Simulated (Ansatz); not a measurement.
## Structure types of Yb compared at 2.4 GPa

Structure types of Yb are relaxed in primitive cells with their symmetry kept at 2.4 GPa, on PAW files; LAPW relaxes the small cells further and takes the PAW cell for the others (marked *). The enthalpy is E + pV at zero temperature, without zero-point motion. Only the types listed were tried, and differences under about 5 meV/atom are mesh noise. The real phase may be another.

All numbers are PBE results (scalar-relativistic) from Ansatz 0.2.0, with Fermi–Dirac smearing of 0.05 eV, no spin polarisation. Methods: LAPW: all electrons, basis error target 0.5 meV/atom; PAW: frozen-core files, cutoff 420 eV.

k meshes: fcc 13×13×13, bcc 14×14×14, hcp 12×12×7, dhcp 10×10×3.

Spin–orbit coupling is left out, which matters for the heavy atoms.

```csv
start type,ends as,"a, b, c (Å)",V (Å³/atom),"H − H(lowest), LAPW (meV/atom)"
fcc,"fcc, Fm-3m","5.045, 5.045, 5.045",32.10,22.3
bcc,"bcc, Im-3m","3.973, 3.973, 3.973",31.36,0.0
hcp,"hcp, P6_3/mmc","3.546, 3.546, 5.836",31.78,?
dhcp*,"dhcp, P6_3/mmc","3.560, 3.560, 11.650",31.96,?
```

Question: Give the missing entry: row "hcp", column "H − H(lowest), LAPW (meV/atom)".

Answer: 21.1.

Question: What belongs in the row "dhcp*", column "H − H(lowest), LAPW (meV/atom)"?

Answer: 21.9.
